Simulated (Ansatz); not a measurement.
# TiAl: compression at zero temperature

One table from this session's results is given with a row withheld; the runs are named, their logs left out.

Program: Ansatz 0.2.0. Level of theory: DFT r2SCAN, scalar-relativistic, plane waves, PAW. These are calculated values, not measurements.

1 further run of the same task is left out (set aside as unsound or not needed).

### Starting point

The structure is tetragonal, space group P4/mmm (No. 123). Conventional cell: a = 2.810 Å, b = 2.810 Å, c = 4.066 Å, α = 90.00°, β = 90.00°, γ = 90.00°. Ti (site symmetry 4/mmm) is surrounded by 4 Ti at 2.81 Å and 8 Al at 2.84 Å. Around Al (site symmetry 4/mmm) lie 4 Al at 2.81 Å and 8 Ti at 2.84 Å.

Coordinates:

```cif
data_structure
_symmetry_space_group_name_H-M 'P 1'
_symmetry_Int_Tables_number 1
_cell_length_a 2.8098
_cell_length_b 2.8098
_cell_length_c 4.0658
_cell_angle_alpha 90.000
_cell_angle_beta 90.000
_cell_angle_gamma 90.000
_cell_volume 32.10
loop_
_atom_site_label
_atom_site_type_symbol
_atom_site_fract_x
_atom_site_fract_y
_atom_site_fract_z
_atom_site_occupancy
Ti1 Ti 0.50000 0.50000 0.50000 1
Al1 Al 0.00000 0.00000 0.00000 1
```

It goes back to an entry of the Materials Project, which need not be the stable form.

This cell was relaxed beforehand with the same method: volume 16.05 Å³/atom, gap on the mesh none (metal).

The first run:

Input file input.yaml:

```yaml
crystal:
  lattice:
    - [2.8282473579, 0.0, 0.0]
    - [0.0, 2.8282473579, 0.0]
    - [0.0, 0.0, 4.0923987328]
  atoms:
    - { symbol: Ti, position: [0.5, 0.5, 0.5] }
    - { symbol: Al, position: [0.0, 0.0, 0.0] }
basis:
  ecutwfc: 500
kpoints:
  mp_grid: { grid: [14, 14, 10] }
hamiltonian:
  xc: r2scan
scf:
  occupations: { method: gaussian, width: 0.1 }
output:
  forces: true
  stress: true
  eigenvalues: true
relax:
  adjacent_minimum: "off"
  f_tol: 0.008
  max_steps: 50
  cell: { stress_tol: 0.08, p_target: -2.0 }
```

Run with:

```bash
$ ansatz run input.yaml --threads 1 --pin off --max-ram 2560MiB --backend cpu --events-out ev --progress --plain --runs-dir out
```

Steps of the session up to this table: Relaxing at -2 GPa; 2 GPa; Target pressure 5 GPa; Relaxing at 10 GPa; Relaxing at 20 GPa; 40 GPa.

One of the session's tables, all rows but one given; the rest of the session is left out.

Lengths are those of the vectors of the cell that was run:

| P (GPa) | V (Å³/atom) | a (Å) | b (Å) | c (Å) | ΔH (eV/atom) |
| --- | --- | --- | --- | --- | --- |
| -2 | 16.33 | 2.826 | 2.826 | 4.090 | -0.202 |
| 0 | 16.05 | 2.810 | 2.810 | 4.066 | 0.000 |
| 2 | 15.80 | 2.795 | 2.795 | 4.044 | 0.199 |
| 5 | 15.46 | 2.775 | 2.775 | 4.014 | 0.491 |
| 10 | ? | ? | ? | ? | ? |
| 20 | 14.11 | 2.692 | 2.692 | 3.894 | 1.870 |
| 40 | 12.90 | 2.613 | 2.613 | 3.776 | 3.551 |

Q: Estimate the row for P (GPa) = 10 from the others.

Worked estimate for «V (Å³/atom)». A straight line through the neighbours (5, 15.46) and (20, 14.11) gives 15.46 + (14.11 − 15.46) × (10 − 5) / (20 − 5) = 15.01; a parabola fitted to 4 rows on both sides gives 14.97.

**Answer.** V (Å³/atom): 14.94; a (Å): 2.744; b (Å): 2.744; c (Å): 3.969; ΔH (eV/atom): 0.965. In «V (Å³/atom)» the line misses by +0.07 and the parabola by +0.03.

ΔH is E + PV over the energy at zero pressure; a, b and c are the vectors of the computed cell. 
